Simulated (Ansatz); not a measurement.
# Molecular dynamics of CH₄N₂O

input.yaml

```yaml
crystal:
  periodic: [false, false, false]
  atoms:
    - { symbol: H, position_ang: [-1.612108, -0.651944, -0.344197] }
    - { symbol: "N", position_ang: [-0.699631, -0.896299, 0.62244] }
    - { symbol: C, position_ang: [-0.185385, 0.015252, -0.193206] }
    - { symbol: "N", position_ang: [1.054414, 0.594827, -0.204446] }
    - { symbol: O, position_ang: [-1.086556, 0.287408, -1.099696] }
    - { symbol: H, position_ang: [-0.160381, -1.417602, 1.319167] }
    - { symbol: H, position_ang: [1.129873, 1.432859, -0.777225] }
    - { symbol: H, position_ang: [1.559872, 0.635496, 0.677062] }
basis:
  gaussian: { orbitals: "6-31G*" }
hamiltonian:
  xc: pbe
  dispersion: d4
md:
  timestep: 0.5
  n_steps: 200
  ensemble: nve
  temperature: 300.0
  initial_velocities: maxwell_boltzmann
  seed: 11478
```

Run as:

```bash
$ ansatz run input.yaml --threads 1 --pin off --max-ram 2048MiB --backend cpu --events-out ev --progress --plain --runs-dir out
```

It starts at the highest image of a converged band, a first-order saddle point between two minima.

Output, in part (step lines, the closing report, with atoms numbered from 0):

```
md step     0: t =     0.00 fs  T =   300.0 K  F+E_penalty+E_count = -6120.97585851 eV  E_kin = 0.232668 eV  conserved = -6120.74319051 eV  (27 SCF iters)
md step     1: t =     0.50 fs  T =   293.2 K  F+E_penalty+E_count = -6120.97052056 eV  E_kin = 0.227406 eV  conserved = -6120.74311479 eV  (32 SCF iters)
md step     2: t =     1.00 fs  T =   274.3 K  F+E_penalty+E_count = -6120.95556636 eV  E_kin = 0.212753 eV  conserved = -6120.74281347 eV  (32 SCF iters)
md step     3: t =     1.50 fs  T =   249.4 K  F+E_penalty+E_count = -6120.93580602 eV  E_kin = 0.193399 eV  conserved = -6120.74240660 eV  (32 SCF iters)
md step     4: t =     2.00 fs  T =   226.2 K  F+E_penalty+E_count = -6120.91756583 eV  E_kin = 0.175463 eV  conserved = -6120.74210254 eV  (32 SCF iters)
md step     5: t =     2.50 fs  T =   210.8 K  F+E_penalty+E_count = -6120.90553087 eV  E_kin = 0.163466 eV  conserved = -6120.74206457 eV  (32 SCF iters)
md step     6: t =     3.00 fs  T =   203.8 K  F+E_penalty+E_count = -6120.90031931 eV  E_kin = 0.158035 eV  conserved = -6120.74228441 eV  (33 SCF iters)
md step     7: t =     3.50 fs  T =   201.1 K  F+E_penalty+E_count = -6120.89859578 eV  E_kin = 0.156003 eV  conserved = -6120.74259307 eV  (33 SCF iters)
[... lines left out ...]
Total energy: -6121.67489811 eV, -224.9674030853 hartree
Atom 0 at    -1.613597    -1.101408     0.979276 Å, force     0.178798    -0.168554    -0.138150 eV/Å
Atom 1 at    -0.604321    -1.101246     0.748264 Å, force     0.474961     2.959685     0.129460 eV/Å
Atom 2 at    -0.381124     0.022411    -0.320900 Å, force     3.269941     0.197874     1.778308 eV/Å
Atom 3 at     0.959944     0.515843    -0.126079 Å, force    -1.507781     0.954656    -1.660567 eV/Å
Atom 4 at    -0.941139     0.526847    -1.294805 Å, force    -1.319147    -1.671390     1.232474 eV/Å
Atom 5 at    -0.090839    -0.723161     1.685186 Å, force    -1.439968    -0.957275    -2.614699 eV/Å
Atom 6 at     1.026392     1.413441    -0.642063 Å, force     0.237294    -0.751599     0.223952 eV/Å
Atom 7 at     1.607929     0.469713     0.633322 Å, force     0.105901    -0.563397     1.049222 eV/Å
Dipole moment:     0.241063     0.206232     0.731478 e Å
```

The steps, from the saved trajectory:

```json
{"time (fs)": "0.0", "T (K)": "300", "potential energy less start (eV)": "0.000", "conserved less start (meV/atom)": "0.00"}
{"time (fs)": "3.0", "T (K)": "204", "potential energy less start (eV)": "0.076", "conserved less start (meV/atom)": "0.11"}
{"time (fs)": "6.0", "T (K)": "140", "potential energy less start (eV)": "0.126", "conserved less start (meV/atom)": "0.15"}
{"time (fs)": "9.0", "T (K)": "324", "potential energy less start (eV)": "-0.017", "conserved less start (meV/atom)": "0.15"}
{"time (fs)": "12.0", "T (K)": "1025", "potential energy less start (eV)": "-0.563", "conserved less start (meV/atom)": "0.00"}
{"time (fs)": "15.0", "T (K)": "1910", "potential energy less start (eV)": "-1.253", "conserved less start (meV/atom)": "-0.55"}
{"time (fs)": "18.0", "T (K)": "1343", "potential energy less start (eV)": "-0.808", "conserved less start (meV/atom)": "0.11"}
{"time (fs)": "21.0", "T (K)": "1438", "potential energy less start (eV)": "-0.882", "conserved less start (meV/atom)": "0.02"}
{"time (fs)": "24.0", "T (K)": "1810", "potential energy less start (eV)": "-1.168", "conserved less start (meV/atom)": "0.34"}
{"time (fs)": "27.0", "T (K)": "1897", "potential energy less start (eV)": "-1.240", "conserved less start (meV/atom)": "-0.25"}
{"time (fs)": "30.0", "T (K)": "1251", "potential energy less start (eV)": "-0.736", "conserved less start (meV/atom)": "0.20"}
{"time (fs)": "33.0", "T (K)": "1179", "potential energy less start (eV)": "-0.680", "conserved less start (meV/atom)": "0.20"}
{"time (fs)": "36.0", "T (K)": "1442", "potential energy less start (eV)": "-0.891", "conserved less start (meV/atom)": "-0.59"}
{"time (fs)": "39.0", "T (K)": "587", "potential energy less start (eV)": "-0.220", "conserved less start (meV/atom)": "0.25"}
{"time (fs)": "42.0", "T (K)": "847", "potential energy less start (eV)": "-0.429", "conserved less start (meV/atom)": "-0.66"}
{"time (fs)": "45.0", "T (K)": "1406", "potential energy less start (eV)": "-0.864", "conserved less start (meV/atom)": "-0.87"}
{"time (fs)": "48.0", "T (K)": "1276", "potential energy less start (eV)": "-0.756", "conserved less start (meV/atom)": "0.10"}
{"time (fs)": "51.0", "T (K)": "1513", "potential energy less start (eV)": "-0.945", "conserved less start (meV/atom)": "-0.55"}
{"time (fs)": "54.0", "T (K)": "1613", "potential energy less start (eV)": "-1.019", "conserved less start (meV/atom)": "-0.06"}
{"time (fs)": "57.0", "T (K)": "1881", "potential energy less start (eV)": "-1.227", "conserved less start (meV/atom)": "-0.13"}
{"time (fs)": "60.0", "T (K)": "1672", "potential energy less start (eV)": "-1.065", "conserved less start (meV/atom)": "-0.07"}
{"time (fs)": "63.0", "T (K)": "1308", "potential energy less start (eV)": "-0.778", "conserved less start (meV/atom)": "0.42"}
{"time (fs)": "66.0", "T (K)": "1311", "potential energy less start (eV)": "-0.787", "conserved less start (meV/atom)": "-0.38"}
{"time (fs)": "69.0", "T (K)": "762", "potential energy less start (eV)": "-0.356", "conserved less start (meV/atom)": "0.26"}
{"time (fs)": "72.0", "T (K)": "1086", "potential energy less start (eV)": "-0.613", "conserved less start (meV/atom)": "-0.43"}
{"time (fs)": "75.0", "T (K)": "1423", "potential energy less start (eV)": "-0.875", "conserved less start (meV/atom)": "-0.50"}
{"time (fs)": "78.0", "T (K)": "1243", "potential energy less start (eV)": "-0.731", "conserved less start (meV/atom)": "0.08"}
{"time (fs)": "81.0", "T (K)": "1441", "potential energy less start (eV)": "-0.890", "conserved less start (meV/atom)": "-0.62"}
{"time (fs)": "84.0", "T (K)": "1576", "potential energy less start (eV)": "-0.992", "conserved less start (meV/atom)": "-0.27"}
{"time (fs)": "87.0", "T (K)": "1806", "potential energy less start (eV)": "-1.169", "conserved less start (meV/atom)": "-0.14"}
{"time (fs)": "90.0", "T (K)": "1684", "potential energy less start (eV)": "-1.076", "conserved less start (meV/atom)": "-0.37"}
{"time (fs)": "93.0", "T (K)": "1197", "potential energy less start (eV)": "-0.696", "conserved less start (meV/atom)": "-0.08"}
{"time (fs)": "96.0", "T (K)": "1183", "potential energy less start (eV)": "-0.687", "conserved less start (meV/atom)": "-0.31"}
{"time (fs)": "99.0", "T (K)": "1046", "potential energy less start (eV)": "-0.578", "conserved less start (meV/atom)": "0.06"}
```

The run went to its last step. The conserved energy stayed within 0.94 meV per atom of its start (net change -0.26 meV per atom), so the integration is sound. The system heated up, since it started high on the potential surface and ran downhill. A run of 0.1 ps of so small a system gives no equilibrium averages. The orbitals stay closed-shell, which can raise the energy where a bond breaks towards radicals; this wasn't checked here.

The step under study would form H1–O5 and break H1–N2. These pairs go: H1–O5 1.31 → 2.88 Å, H1–N2 1.35 → 1.04 Å. In the last frame they stand as before the step (other bonds may differ from the relaxed reactants and products). It ends as one piece, CH4N2O. Pairs count as bonded within 1.25 times the sum of covalent radii (0.12 Å more for H–H).

Last frame:

```xyz
8
Properties=species:S:1:pos:R:3
H -1.614 -1.101 0.979
N -0.604 -1.101 0.748
C -0.381 0.022 -0.321
N 0.960 0.516 -0.126
O -0.941 0.527 -1.295
H -0.091 -0.723 1.685
H 1.026 1.413 -0.642
H 1.608 0.470 0.633
```

The run took 5.4 min on 1 thread of Arm Neoverse V1 (shared host), peak memory 0.11 GiB.
